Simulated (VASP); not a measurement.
# Ge (Fd-3m) in VASP: phonons with LDA

Aim: the phonons of Ge with LDA.

Program: VASP 6.6.1. These are calculated values, not measurements. Logs are shortened: lines on timing, memory, paths and dates and some standing lists are left out, and cuts for length are marked.

**1. Starting point**

It takes space group Fd-3m (No. 227, cubic). Conventional cell: a = 5.617 Å, b = 5.617 Å, c = 5.617 Å, α = 90.00°, β = 90.00°, γ = 90.00°. Ge (site symmetry -43m) has 4 Ge at 2.43 Å as nearest neighbours.

The cell was built by a generator and needn't be a form met in nature.

**2. Phonons, LDA**

POSCAR reads:

```
Ge
1.0
    0.0000000000      2.8085000000      2.8085000000
    2.8085000000      0.0000000000      2.8085000000
    2.8085000000      2.8085000000      0.0000000000
Ge
2
Direct
    0.0000000000      0.0000000000      0.0000000000
    0.2500000000      0.2500000000      0.2500000000
```

INCAR.step1 reads:

```
PREC = Accurate
ENCUT = 600
EDIFF = 1E-8
ISMEAR = -1
SIGMA = 0.03
LREAL = False
LASPH = True
NELM = 80
ALGO = Normal
ISIF = 2
LWAVE = False
LCHARG = False
GGA = CA
KPAR = 2
IBRION = 2
NSW = 40
EDIFFG = -0.002
```

INCAR.step2 reads:

```
PREC = Accurate
ENCUT = 600
EDIFF = 1E-8
ISMEAR = -1
SIGMA = 0.03
LREAL = False
LASPH = True
NELM = 80
ALGO = Normal
ISIF = 2
LWAVE = False
LCHARG = False
GGA = CA
KPAR = 2
IBRION = 6
NFREE = 2
POTIM = 0.015
NSW = 1
```

KPOINTS reads:

```
regular mesh
0
Gamma
  32 32 32
```

Potentials or basis: VASP PAW LDA potentials, release 64 (Ge_d).

Command:

```sh
$ cat potpaw_LDA.64/Ge_d/POTCAR > POTCAR
$ cp INCAR.step1 INCAR
$ mpirun -np 2 vasp_std > vasp.out
$ cp CONTCAR POSCAR
$ cp INCAR.step2 INCAR
$ mpirun -np 2 vasp_std > vasp.out
```

OUTCAR:

```text
PREC = Accurate
   ENCUT = 600
   EDIFF = 1E-8
   ISMEAR = -1
   LREAL = False
   LASPH = True
   NELM = 80
   ISIF = 2
   GGA = CA
   IBRION = 6
   NFREE = 2
   POTIM = 0.015
   NSW = 1

 ion  position               nearest neighbor table
   1  0.000  0.000  0.000-   2 2.43   2 2.43   2 2.43   2 2.43
   2  0.250  0.250  0.250-   1 2.43   1 2.43   1 2.43   1 2.43

  LATTYP: Found a face centered cubic cell.
 ALAT       =     5.6170000000

  Lattice vectors:

 A1 = (   0.0000000000,   2.8085000000,   2.8085000000)
 A2 = (   2.8085000000,   0.0000000000,   2.8085000000)
 A3 = (   2.8085000000,   2.8085000000,   0.0000000000)

Analysis of symmetry for initial positions (statically):
=====================================================================
 Subroutine PRICEL returns:
 Original cell was already a primitive cell.

 Routine SETGRP: Setting up the symmetry group for a
 face centered cubic supercell.

 Subroutine GETGRP returns: Found 48 space group operations
 (whereof 24 operations were pure point group operations)
 out of a pool of 48 trial point group operations.

The static configuration has the point symmetry T_d .
 The point group associated with its full space group is O_h .

Analysis of symmetry for dynamics (positions and initial velocities):
=====================================================================
 Subroutine PRICEL returns:
 Original cell was already a primitive cell.

 Routine SETGRP: Setting up the symmetry group for a
 face centered cubic supercell.

 Subroutine GETGRP returns: Found 48 space group operations
 (whereof 24 operations were pure point group operations)
 out of a pool of 48 trial point group operations.

The dynamic configuration has the point symmetry T_d .
 The point group associated with its full space group is O_h .

 Subroutine INISYM returns: Found 48 space group operations
 (whereof 24 operations are pure point group operations),
 and found     1 'primitive' translations

----------------------------------------------------------------------------------------

                                     Primitive cell

  volume of cell :      44.3051

  direct lattice vectors                    reciprocal lattice vectors
     0.000000000  2.808500000  2.808500000    -0.178030977  0.178030977  0.178030977
     2.808500000  0.000000000  2.808500000     0.178030977 -0.178030977  0.178030977
     2.808500000  2.808500000  0.000000000     0.178030977  0.178030977 -0.178030977

  length of vectors
     3.971818790  3.971818790  3.971818790     0.308358698  0.308358698  0.308358698

  position of ions in fractional coordinates (direct lattice)
     0.000000000  0.000000000  0.000000000
     0.250000000  0.250000000  0.250000000

  ion indices of the primitive-cell ions
   primitive index   ion index
                 1           1
                 2           2

----------------------------------------------------------------------------------------

 KPOINTS: regular mesh

Automatic generation of k-mesh.
 Grid dimensions read from file:
 generate k-points for:   32   32   32

 Generating k-lattice:

  Cartesian coordinates                     Fractional coordinates (reciprocal lattice)
    -0.005563468  0.005563468  0.005563468     0.031250000  0.000000000  0.000000000
     0.005563468 -0.005563468  0.005563468     0.000000000  0.031250000  0.000000000
     0.005563468  0.005563468 -0.005563468     0.000000000  0.000000000  0.031250000

  Length of vectors
     0.009636209  0.009636209  0.009636209

  Shift w.r.t. Gamma in fractional coordinates (k-lattice)
     0.000000000  0.000000000  0.000000000

 Subroutine IBZKPT returns following result:
 ===========================================

 Found    897 irreducible k-points:

 Following reciprocal coordinates:
            Coordinates               Weight
  0.000000  0.000000  0.000000      1.000000
  0.031250  0.000000  0.000000      8.000000
  0.062500  0.000000  0.000000      8.000000
  0.093750  0.000000  0.000000      8.000000
  0.125000  0.000000  0.000000      8.000000
  0.156250  0.000000  0.000000      8.000000
[... 16 lines left out ...]
  0.187500  0.031250  0.000000     24.000000
  0.218750  0.031250  0.000000     24.000000
 [... further k-points ...]
   k-points           NKPTS =    897   k-points in BZ     NKDIM =    897   number of bands    NBANDS=     18
   number of dos      NEDOS =    301   number of ions     NIONS =      2
   total plane-waves  NPLWV =  32768
   dimension x,y,z NGX =    32 NGY =   32 NGZ =   32
   dimension x,y,z NGXF=    64 NGYF=   64 NGZF=   64
   ions per type =               2
   NGX,Y,Z   is equivalent  to a cutoff of  13.39, 13.39, 13.39 a.u.
   NGXF,Y,Z  is equivalent  to a cutoff of  26.79, 26.79, 26.79 a.u.
 SYSTEM =  unknown system
   PREC   = accura    normal or accurate (medium, high low for compatibility)
   ISTART =      0    job   : 0-new  1-cont  2-samecut
   ICHARG =      2    charge: 1-file 2-atom 10-const
   ISPIN  =      1    spin polarized calculation?
   LNONCOLLINEAR =      F non collinear calculations
   LSORBIT =      F    spin-orbit coupling
   LASPH  =      T    aspherical Exc in radial PAW
   ENCUT  =  600.0 eV  44.10 Ry    6.64 a.u.   7.93  7.93  7.93*2*pi/ulx,y,z
   NELM   =     80;   NELMIN=  2; NELMDL=  0     # of ELM steps
   EDIFF  = 0.1E-07   stopping-criterion for ELM
   LREAL  =      F    real-space projection
   EDIFFG = 0.1E-06   stopping-criterion for IOM
   NSW    =     61    number of steps for IOM
   IBRION =      6    ionic relax: 0-MD 1-quasi-New 2-CG
   NFREE  =      2    steps in history (QN), initial steepest desc. (CG)
   ISIF   =      2    stress and relaxation
   ISYM   =      2    0-nonsym 1-usesym 2-fastsym
   POTIM  = 0.0150    time-step for ionic-motion
   TEBEG  =    0.0;   TEEND  =   0.0 temperature during run
   PSTRESS=    0.0 pullay stress
   NELECT =      28.0000    total number of electrons
   NUPDOWN=      -1.0000    fix difference up-down
   EMIN   =  10.00;   EMAX   =-10.00  energy-range for DOS
   EFERMI =   0.00;   METHOD = LEGACY
   ISMEAR =    -1;   SIGMA  =   0.03  broadening in eV -4-tet -1-fermi 0-gaus
   EFERMI_NEDOS =   21; number of points for ismear=-14 and -15
   IALGO  =     38    algorithm
   IMIX   =      4    mixing-type and parameters
     AMIX     =   0.40;   BMIX     =  1.00
     AMIX_MAG =   1.60;   BMIX_MAG =  1.00
  volume/ion in A,a.u.               =      22.15       149.49
  Fermi-wavevector in a.u.,A,eV,Ry     =   1.404892  2.654862 26.854129  1.973723
  Thomas-Fermi vector in A             =   2.527408
   LORBIT       =      0    0 simple, 1 ext, 2 COOP (PROOUT), +10 PAW based schemes
   GGA     = CA    functional components
   LHFCALC =     F    Hartree Fock is set to
   AEXX    =    0.0000 exact exchange contribution
   IVDW    =     0    specifies the selected vdW correction
   LEPSILON=     F    determine dielectric tensor
   LRPA    =     F    only Hartree local field effects (RPA)
 finite differences with symmetry
 non-spin polarized calculation
  energy-cutoff  :      600.00
  volume of cell :       44.31
 maximum number of plane-waves:      1496
   NGX = 15   NGY = 15   NGZ = 15

--------------------------------------- Ionic step        1  -------------------------------------------

 number of electron      27.9999991 magnetization

 Free energy of the ion-electron system (eV)
  ---------------------------------------------------
  ext. energy  EPLUGINS =         0.00000000
  ---------------------------------------------------
  free energy    TOTEN  =       -10.39234069 eV

  energy without entropy =      -10.39231218  energy(sigma->0) =      -10.39232644

------------------------ aborting loop because EDIFF is reached ----------------------------------------

  FORCE on cell =-STRESS in cart. coord.  units (eV):
  Direction    XX          YY          ZZ          XY          YZ          ZX
  --------------------------------------------------------------------------------------
  -------------------------------------------------------------------------------------
  Total        0.0945381      0.0945381      0.0945381      0.0000000     -0.0000000      0.0000000
  in kB        3.4187267      3.4187267      3.4187267      0.0000000     -0.0000000      0.0000000
  external PRESSURE =       3.4187267 kB  Pullay stress =       0.0000000 kB
[... 57 lines left out ...]
  energy  without entropy=      -10.3909982875  energy(sigma->0) =      -10.39101665

--------------------------------------- Ionic step        3  -------------------------------------------

 number of electron      27.9999993 magnetization

 Free energy of the ion-electron system (eV)
  ---------------------------------------------------
  ext. energy  EPLUGINS =         0.00000000
  ---------------------------------------------------
  free energy    TOTEN  =       -10.39103500 eV

  energy without entropy =      -10.39099828  energy(sigma->0) =      -10.39101664

 E-fermi :   5.0183     XC(G=0): -10.3914

 val. band max:        5.0085050793   @ k =   0.0000   0.0000   0.0000
 cond. band min:       5.0477351462   @ k =   0.5000   0.0000   0.0000
 fundamental gap:      0.0392300669
 Fermi energy:         5.0183457396

 k-point     1 :       0.0000    0.0000    0.0000
  band No.  band energies     occupation
      1     -20.0379      2.00000
      2     -20.0344      2.00000
      3     -20.0305      2.00000
      4     -19.9958      2.00000
      5     -19.9957      2.00000
      6     -19.7748      2.00000
[... 10 lines left out ...]
     17       7.4732      0.00000
     18       7.5290      0.00000
[... 466 lines left out ...]
      2     -20.0477      2.00000
      3     -20.0238      2.00000
      4     -19.9739      2.00000
      5     -19.9690      2.00000
      6     -19.8010      2.00000
[... 10 lines left out ...]
     17       8.5926      0.00000
     18       9.8542      0.00000

 [... further k-points ...]

------------------------ aborting loop because EDIFF is reached ----------------------------------------

  FORCE on cell =-STRESS in cart. coord.  units (eV):
  Direction    XX          YY          ZZ          XY          YZ          ZX
  --------------------------------------------------------------------------------------
  -------------------------------------------------------------------------------------
  Total        0.0930203      0.0961325      0.0961325      0.0000000     -0.1313416      0.0000000
  in kB        3.3638380      3.4763810      3.4763810      0.0000000     -4.7496283      0.0000000
  external PRESSURE =       3.4388667 kB  Pullay stress =       0.0000000 kB
[... 17 lines left out ...]
  FREE ENERGIE OF THE ION-ELECTRON SYSTEM (eV)
  ---------------------------------------------------
  free  energy   TOTEN  =       -10.3910350044 eV

  energy  without entropy=      -10.3909982836  energy(sigma->0) =      -10.39101664

 INTERNAL STRAIN TENSORS FROM DISPLACED ATOMS
 ============================================

 INTERNAL STRAIN TENSOR FOR ION    1 for displacements in x,y,z  (eV/Angst):
          X           Y           Z          XY          YZ          ZX
  --------------------------------------------------------------------------------
  x     0.00000     0.00000     0.00000     0.00000     8.76712     0.00000
  y     0.00000    -0.00000     0.00000     0.00000     0.00000     8.76712
  z     0.00000     0.00000     0.00000     8.76712     0.00000     0.00000

 INTERNAL STRAIN TENSOR FOR ION    2 for displacements in x,y,z  (eV/Angst):
          X           Y           Z          XY          YZ          ZX
  --------------------------------------------------------------------------------
  x    -0.00000     0.00000     0.00000     0.00000    -8.76712     0.00000
  y     0.00000     0.00000     0.00000     0.00000     0.00000    -8.76712
  z     0.00000     0.00000    -0.00000    -8.76712     0.00000     0.00000

 Eigenvectors and eigenvalues of the dynamical matrix
 ----------------------------------------------------

   1 f  =    8.842273 THz    55.557637 2PiTHz  294.946463 cm-1    36.568684 meV
             X         Y         Z           dx          dy          dz
      0.000000  0.000000  0.000000     0.000000   -0.707107    0.000000
      1.404250  1.404250  1.404250     0.000000    0.707107    0.000000

   2 f  =    8.842273 THz    55.557637 2PiTHz  294.946463 cm-1    36.568684 meV
             X         Y         Z           dx          dy          dz
      0.000000  0.000000  0.000000    -0.707107    0.000000    0.000000
      1.404250  1.404250  1.404250     0.707107    0.000000    0.000000
[... 11 lines left out ...]
   5 f  =    0.000000 THz     0.000000 2PiTHz    0.000000 cm-1     0.000000 meV
             X         Y         Z           dx          dy          dz
      0.000000  0.000000  0.000000     0.000000    0.707107    0.000000
      1.404250  1.404250  1.404250     0.000000    0.707107    0.000000

   6 f  =    0.000000 THz     0.000000 2PiTHz    0.000000 cm-1     0.000000 meV
             X         Y         Z           dx          dy          dz
      0.000000  0.000000  0.000000     0.000000    0.000000    0.707107
      1.404250  1.404250  1.404250     0.000000    0.000000    0.707107

 ELASTIC MODULI CONTR FROM IONIC RELAXATION (kBar)
 Direction    XX          YY          ZZ          XY          YZ          ZX
 --------------------------------------------------------------------------------
 XX          -0.0000      0.0000      0.0000      0.0000     -0.0000      0.0000
 YY           0.0000     -0.0000      0.0000      0.0000      0.0000      0.0000
 ZZ           0.0000      0.0000     -0.0000     -0.0000      0.0000      0.0000
 XY           0.0000      0.0000     -0.0000   -239.3196      0.0000      0.0000
 YZ          -0.0000      0.0000      0.0000      0.0000   -239.3196      0.0000
 ZX           0.0000      0.0000      0.0000      0.0000      0.0000   -239.3196
 --------------------------------------------------------------------------------
```

It took 50 min on 2 MPI ranks of AMD EPYC 7R13 (Zen 3), shared host; peak memory 5.1 GiB.

What came out:

```
Highest phonon frequency at Γ : 295 cm⁻¹
```

Phonon frequencies in cm⁻¹ (negative: imaginary):
| q point | frequencies |
| --- | --- |
| (0.000, 0.000, 0.000) | 0 0 0 295 295 295 |
